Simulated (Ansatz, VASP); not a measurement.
# ZrPbSe3: VASP beside Ansatz, part 2 of 2

One calculation is typed for both programs; each brings its own data sets. How far apart do they land? The cell is generated by rule, not measured, and may not be a known phase. The cell is taken from a series of runs on this material, whose earlier steps may have relaxed, scaled, displaced or heated it; both programs get it as it stands.

VASP 6.6.1 and Ansatz 0.2.0.

So far: Starting point; VASP: relaxation of cell and atoms, LDA.

The structure was built from a prototype and need not be the compound's stable phase.

## Step 3: Ansatz: relaxation of cell and atoms, LDA

Level of this step: Ansatz beside VASP: Kohn-Sham DFT, plane waves, LDA (Ansatz).

Ansatz runs on its PAW soft_1 files.

The same cell, functional (in two slightly different forms) and mesh now go to Ansatz, which takes its cutoff from its data sets.

Contents of input.yaml:

```yaml
crystal:
  lattice:
    - [3.6391365187, 2.1010564487, 5.5450107405]
    - [-3.6391365187, 2.1010564487, 5.5450107405]
    - [0.0, -4.2021128974, 5.5450107405]
  atoms:
    - { symbol: Pb, position: [0.25, 0.25, 0.25] }
    - { symbol: Pb, position: [0.75, 0.75, 0.75] }
    - { symbol: Zr, position: [0.5, 0.5, 0.5] }
    - { symbol: Zr, position: [0.0, 0.0, 0.0] }
    - { symbol: Se, position: [0.1502155664, 0.75, 0.3497844336] }
    - { symbol: Se, position: [0.8497844336, 0.25, 0.6502155664] }
    - { symbol: Se, position: [0.3497844336, 0.1502155664, 0.75] }
    - { symbol: Se, position: [0.6502155664, 0.8497844336, 0.25] }
    - { symbol: Se, position: [0.75, 0.3497844336, 0.1502155664] }
    - { symbol: Se, position: [0.25, 0.6502155664, 0.8497844336] }
kpoints:
  mp_grid: { grid: [6, 6, 6] }
hamiltonian:
  xc: lda
  pseudopotentials: { kind: paw, azcp: { folder: soft_1 }, xc_functional: pbe }
scf:
  occupations: { method: fixed }
output:
  forces: true
  stress: true
  eigenvalues: true
relax:
  adjacent_minimum: "off"
  f_tol: 0.001
  max_steps: 60
  cell: { stress_tol: 0.01 }
```

Command:

```console
$ ansatz run input.yaml --threads 4 --pin off --max-ram 16384MiB --backend cpu --events-out ev --progress --plain --runs-dir out
```

Numbers of over 12 decimals in the logs are rounded to 6 here.

What it wrote:

```text
Engine: ansatz 0.2.0, aarch64-unknown-linux-gnu
Pseudopotentials: kind: paw
Pseudopotential: Pb, paw, valence charge 14, recommended cutoff 420 eV (normal), soft_1/Pb.paw.azcp
Pseudopotential: Zr, paw, valence charge 12, recommended cutoff 420 eV (normal), soft_1/Zr.paw.azcp
Pseudopotential: Se, paw, valence charge 16, recommended cutoff 420 eV (normal), soft_1/Se.paw.azcp
Functional definition: SPW92
  exchange = slater_x
  correlation = pw_c
Crystal: 10 atoms, lattice volume = 254.384 Å³
Basis set: ecut = 420 eV, 4951 PW (Γ)
Bands: 89, of which v1, the nominal top of the filled ones, is band 74 counted from 1 (73 counted from 0)
Symmetry: 12 space group operations
Space group: R-3c (ITA 167), of the structure as read, at distance tolerance 6.3e-5 Å
k-points: 32 of 216
Non-local potential: Pb, projectors of the file, l = 0: 2, l = 1: 2, l = 2: 2, l = 3: 1
Non-local potential: Zr, projectors of the file, l = 0: 3, l = 1: 2, l = 2: 2, l = 3: 1
Non-local potential: Se, projectors of the file, l = 0: 2, l = 1: 2, l = 2: 3, l = 3: 1
PAW form: soft (Blöchl's): semilocal exchange-correlation on the pseudo side does not see the compensation charge
PAW frozen core: Pb, regenerated for the run's functional, and the local potential with it (the file was generated under x = pbe(κ = 0.804, μ = 0.219515), c = pbe(β = 0.066725))
PAW frozen core: Zr, regenerated for the run's functional, and the local potential with it (the file was generated under x = pbe(κ = 0.804, μ = 0.219515), c = pbe(β = 0.066725))
PAW frozen core: Se, regenerated for the run's functional, and the local potential with it (the file was generated under x = pbe(κ = 0.804, μ = 0.219515), c = pbe(β = 0.066725))
PAW one-centre angular grid: Pb, 590 points (default); XC on 64 Gauss nodes
PAW one-centre angular grid: Zr, 590 points (default); XC on 64 Gauss nodes
PAW one-centre angular grid: Se, 590 points (default); XC on 64 Gauss nodes
Initial density: superposition of atomic densities (chi_scale 0.1, normalization cell, long waves kept (reshape's long-wave potential 0.00 eV rms))
Initial wavefunctions: pseudopotential atomic-orbital guess
Functional: x = slater, c = lda
SCF iter   1: F=—  HF=-63679.007669 eV  |F-HF|=—  |Δ(HF+E_count)|=         —  Δρ=7.45e-2  dr2=4.97e1  ethr=3.10e-3  ⟨swp⟩=5.0  Hψ=8351  notcnv=0  defer=383
preconditioner: auto → Resta (q_TF=auto, 2.493 Å⁻¹)  ε∞=4.7  [insulator: Δε(μ)=0.002 eV  Ē_g=10.270 eV  n_scr=58 (ndim 8)  ℏωp=19.8 eV  f_vac=0.000  ε∞_Penn≈4.7]
SCF iter   2: F=—  HF=-63673.435263 eV  |F-HF|=—  |Δ(HF+E_count)|=    5.57e0  Δρ=3.57e-2  dr2=5.66e0  ethr=3.10e-3  ⟨swp⟩=3.9  Hψ=6125  notcnv=0  defer=354
SCF iter   3: F=—  HF=-63672.043267 eV  |F-HF|=—  |Δ(HF+E_count)|=    1.39e0  Δρ=1.74e-2  dr2=1.13e0  ethr=3.10e-3  ⟨swp⟩=2.4  Hψ=3530  notcnv=0  defer=353
SCF iter   4: F=—  HF=-63671.755972 eV  |F-HF|=—  |Δ(HF+E_count)|=   2.87e-1  Δρ=6.67e-3  dr2=2.97e-1  ethr=7.66e-4  ⟨swp⟩=3.0  Hψ=4133  notcnv=0  defer=413
SCF iter   5: F=—  HF=-63671.697723 eV  |F-HF|=—  |Δ(HF+E_count)|=   5.82e-2  Δρ=3.29e-3  dr2=6.62e-2  ethr=2.00e-4  ⟨swp⟩=2.8  Hψ=5488  notcnv=0  defer=413
SCF iter   6: F=—  HF=-63671.684931 eV  |F-HF|=—  |Δ(HF+E_count)|=   1.28e-2  Δρ=5.36e-4  dr2=1.73e-3  ethr=4.47e-5  ⟨swp⟩=3.0  Hψ=3520  notcnv=0  defer=416
SCF iter   7: F=—  HF=-63671.684667 eV  |F-HF|=—  |Δ(HF+E_count)|=   2.64e-4  Δρ=7.65e-5  dr2=1.84e-5  ethr=1.17e-6  ⟨swp⟩=2.1  Hψ=3713  notcnv=0  defer=416
SCF iter   8: F=—  HF=-63671.684545 eV  |F-HF|=—  |Δ(HF+E_count)|=   1.22e-4  Δρ=2.19e-5  dr2=1.32e-6  ethr=1.24e-8  ⟨swp⟩=2.1  Hψ=5226  notcnv=0  defer=387
SCF iter   9: F=—  HF=-63671.684545 eV  |F-HF|=—  |Δ(HF+E_count)|=   1.35e-7  Δρ=6.62e-6  dr2=2.16e-7  ethr=8.94e-10  ⟨swp⟩=2.0  Hψ=3712  notcnv=0  defer=386
SCF iter  10: F=-63671.684545 eV  HF=-63671.684545 eV  |F-HF|=1.06e-9  |Δ(HF+E_count)|=   3.49e-8  Δρ=1.21e-6  dr2=5.63e-9  ethr=6.76e-11  ⟨swp⟩=11.6  Hψ=14484  notcnv=0
SCF 1 converged in 10 iterations: F = -63671.684545 eV  dr2 = 5.63e-9
  greatest PAW one-centre occupation: 1.000 electrons in one spin orbital (limit 2), on the Se atom at site 7 (counted from 0), in its partial waves of l = 2
relax step   1: F+E_penalty+E_count = -63671.68454543 eV  Δ(F+E_penalty+E_count) = +0.000e0 eV  max|allowed force component| = 1.281e-3 eV/Å  Δτ_max = 0.0000 Å  P = -0.018 GPa  Ω = 254.384 Å³  (10 SCF iters, dr2 threshold 1.00e-7 eV, accepted)
Crystal: 10 atoms, lattice volume = 254.247 Å³
Initial density: handed on by an earlier stage of this run
Initial wavefunctions: those handed on with the density
iter 1 solved again at ethr=1.17e-8 eV; its pass at ethr=3.10e-3 eV (dr2=1.74e-5 eV) is discarded
SCF iter   1: F=—  HF=-63671.684702 eV  |F-HF|=—  |Δ(HF+E_count)|=         —  Δρ=5.62e-5  dr2=1.66e-5  ethr=1.17e-8  ⟨swp⟩=2.0  Hψ=10303  notcnv=0  defer=257
[...]
iter 1 solved again at ethr=6.85e-8 eV; its pass at ethr=3.10e-3 eV (dr2=1.01e-4 eV) is discarded
SCF iter   1: F=—  HF=-63671.684670 eV  |F-HF|=—  |Δ(HF+E_count)|=         —  Δρ=7.16e-7  dr2=6.86e-10  ethr=6.85e-8  ⟨swp⟩=3.8  Hψ=16833  notcnv=0  defer=416
eigensolver tolerance schedule: the retry pair's looser diagonalisation over-reported the residual by 147745.84 of it (diagonalisation noise at an unbounded share of the residual, at the tolerance the schedule requests for it); recorded, not acted on — ethr = c·dr2/N_el stays at c = 1.0e-1
preconditioner: auto → Resta (q_TF=auto, 2.493 Å⁻¹)  ε∞=4.1  [insulator: Δε(μ)=0.472 eV  Ē_g=11.290 eV  n_scr=58 (ndim 8)  ℏωp=19.8 eV  f_vac=0.003  ε∞_Penn≈4.1]
SCF iter   2: F=—  HF=-63671.684552 eV  |F-HF|=—  |Δ(HF+E_count)|=   1.18e-4  Δρ=3.30e-7  dr2=1.24e-10  ethr=1.00e-12  ⟨swp⟩=3.8  Hψ=7634  notcnv=0  defer=399
SCF iter   3: F=—  HF=-63671.684552 eV  |F-HF|=—  |Δ(HF+E_count)|=    0.00e0  Δρ=1.66e-7  dr2=4.15e-11  ethr=1.00e-12  ⟨swp⟩=1.0  Hψ=2591  notcnv=0  defer=399
SCF iter   4: F=—  HF=-63671.684552 eV  |F-HF|=—  |Δ(HF+E_count)|=  7.28e-12  Δρ=3.04e-8  dr2=4.31e-12  ethr=1.00e-12  ⟨swp⟩=1.0  Hψ=2591  notcnv=0  defer=399
SCF iter   5: F=-63671.684552 eV  HF=-63671.684552 eV  |F-HF|=1.46e-11  |Δ(HF+E_count)|=  2.18e-11  Δρ=1.99e-8  dr2=8.67e-13  ethr=1.00e-12  ⟨swp⟩=11.7  Hψ=15130  notcnv=0
SCF 4 converged in 5 iterations: F = -63671.684552 eV  dr2 = 8.67e-13
  greatest PAW one-centre occupation: 1.000 electrons in one spin orbital (limit 2), on the Se atom at site 5 (counted from 0), in its partial waves of l = 2
relax step   4: F+E_penalty+E_count = -63671.68455207 eV  Δ(F+E_penalty+E_count) = +1.059e-5 eV  max|allowed force component| = 1.096e-4 eV/Å  Δτ_max = 0.0000 Å  P = -0.000 GPa  Ω = 254.302 Å³  stress off target by 4.46e-4 GPa  SCF on the basis re-selected at this cell (its energy is not comparable with the rows above)  (5 SCF iters)
basis re-selected at this cell: Δ(F+E_penalty+E_count) = +1.059e-5 eV, ΔP = -0.000 GPa vs the last step (what re-selecting the basis moved, of the pressure what is left beyond the Pulay correction that the steps carried, after the strain that the cell walked since its last selection, with what the two solves' SCF thresholds leave and, on support functions, any second-order correction that the steps lacked; it is no m [...]
SCF converged after 5 iterations
Free energy (F): -63671.684552 eV
Harris-Foulkes:  -63671.684552 eV  (|F-HF|=1.46e-11)
Internal energy: -63671.684552 eV  (E = F + TS)
E sigma→0 (E₀):  -63671.684552 eV
Fermi energy:    9.152711 eV
--- Per-component energies (eV) ---
  E_band       = -2607.903266
  E_kinetic    = 1890.620505
  E_local      = -19394.618209  (includes V_loc(G=0)·N_el)
  E_nonlocal   = -1329.825000
  E_hartree    = 9657.131309
  E_xc         = -1229.357544
  E_vxc        = -1192.042769  (∫ρ·V_xc dr)
  E_paw        = -38166.425643  (= ΣΔE_a)
  E_vpaw       = -1896.298110  (= ΣTr[D̂ρ^β])
  E_aug_tail   = -0.002375  (compensation charges beyond the density's cutoff)
  E_ewald      = -15113.097307
  E_core_change = 13.889712  (= ΣΔE_core)
  E_smearing   = -0.000000  (= −TS)
  E_closure    = 0.000000  (closes the sum)
  Σ components = -63671.684552   (vs F -63671.684552, Δ=0.00e0)
--- Forces (eV/Å), atoms counted from 1 ---
  atom   1  Pb    -0.00000000    -0.00000000     0.00000000
  atom   2  Pb     0.00000000     0.00000000    -0.00000000
  atom   3  Zr     0.00000000     0.00000000     0.00000000
  atom   4  Zr    -0.00000000     0.00000000    -0.00000000
  atom   5  Se     0.00005480     0.00009492    -0.00000000
  atom   6  Se    -0.00005480    -0.00009492     0.00000000
  atom   7  Se    -0.00010960    -0.00000000     0.00000000
  atom   8  Se     0.00010960     0.00000000    -0.00000000
  atom   9  Se     0.00005480    -0.00009492     0.00000000
  atom  10  Se    -0.00005480     0.00009492    -0.00000000
  max |Σ_I F_I| component: 3.75e-18 eV/Å
--- Stress (GPa, compression-positive) ---
       -0.000446      -0.000000       0.000000
       -0.000000      -0.000446      -0.000000
        0.000000      -0.000000       0.000225
  P = ⅓ Tr σ = -0.0002 GPa (-0.002 kbar)
--- Band table (eV; the first three rows and the last of 32) ---
  k-point 0: bands = [... 70 lower, 8.3964, 8.4140, 8.6365, 9.1527, 9.7707, 9.7707, 10.0114, 10.7938, ... 11 higher]
  k-point 1: bands = [... 70 lower, 8.3848, 8.7493, 8.8747, 9.0110, 9.9625, 10.0165, 10.3049, 10.8024, ... 11 higher]
  k-point 2: bands = [... 70 lower, 8.3488, 8.4074, 8.7549, 8.8291, 10.2432, 10.4685, 10.7017, 10.7655, ... 11 higher]
  k-point 31: bands = [... 70 lower, 7.9752, 7.9752, 8.4229, 8.4229, 9.9901, 9.9901, 10.7545, 10.7545, ... 11 higher]
--- Relaxed structure (3 steps of the walk, 3 accepted, 1 SCFs on fresh bases) ---
  F+E_penalty+E_count = -63671.68455207 eV   max|allowed force component| = 1.096e-4 eV/Å   (the final SCF, on the basis selected at the relaxed cell)
  cell:  # Å, volume = 254.3016 Å³
    - [3.639187, 2.101086, 5.543063]
    - [-3.639187, 2.101086, 5.543063]
    - [0, -4.202171, 5.543063]
  atoms:
    - { symbol: Pb, position: [0.250000, 0.250000, 0.250000] }
    - { symbol: Pb, position: [0.750000, 0.750000, 0.750000] }
    - { symbol: Zr, position: [0.500000, 0.500000, 0.500000] }
    - { symbol: Zr, position: [0, 0, 0] }
    - { symbol: Se, position: [0.150148, 0.75, 0.349852] }
    - { symbol: Se, position: [0.849852, 0.250000, 0.650148] }
    - { symbol: Se, position: [0.349852, 0.150148, 0.750000] }
    - { symbol: Se, position: [0.650148, 0.849852, 0.250000] }
    - { symbol: Se, position: [0.750000, 0.349852, 0.150148] }
    - { symbol: Se, position: [0.250000, 0.650148, 0.849852] }
```

## Step 4: Side by side

Known differences besides the potentials themselves: fixed occupations in Ansatz, narrow Gaussian smearing in VASP; the data sets hold 148 valence electrons in Ansatz (on its PAW soft_1 files) and 88 in VASP; the cutoff is 420 eV in Ansatz and 500 eV in VASP; VASP's log shows a relativistic correction to its local exchange, Ansatz's none; Ansatz adds a Pulay correction to the stress that steers its cell, VASP none. Total energies have different zeros and are not compared.

Compared:

```csv
quantity,Ansatz,VASP,difference
volume (Å³),254.30,254.82,-0.20 %
"edge a after relaxation, in the typed setting (Å)",6.956,6.961,-0.07 %
```

## Step 5: Results

| Quantity | Value |
| --- | --- |
| difference in volume (relaxation of cell and atoms, LDA) | -0.20 % |

The difference in volume is -0.20 % (relaxation of cell and atoms, LDA), within the 1.2 % picked in this series as the mark of a large difference, as far as the stopping tolerances let one tell. The data sets hold unlike numbers of valence electrons (148 in Ansatz and 88 in VASP), so part of the differences comes from the potentials. How closely two codes agree says nothing of how well the functional describes the real material.

[Lines on the potential files, build, host, timing and source positions are cut from VASP's logs without a mark.]

[Logs are printed without paths, hosts, clocks, repeated set-up lines and the standing remarks that a program may print on its own settings, such as how far it seeks lower states.]

[Hosts, paths, dates, database ids (printed as entryN), source tags and the programs' standing remarks are cut or masked in the printed files.]
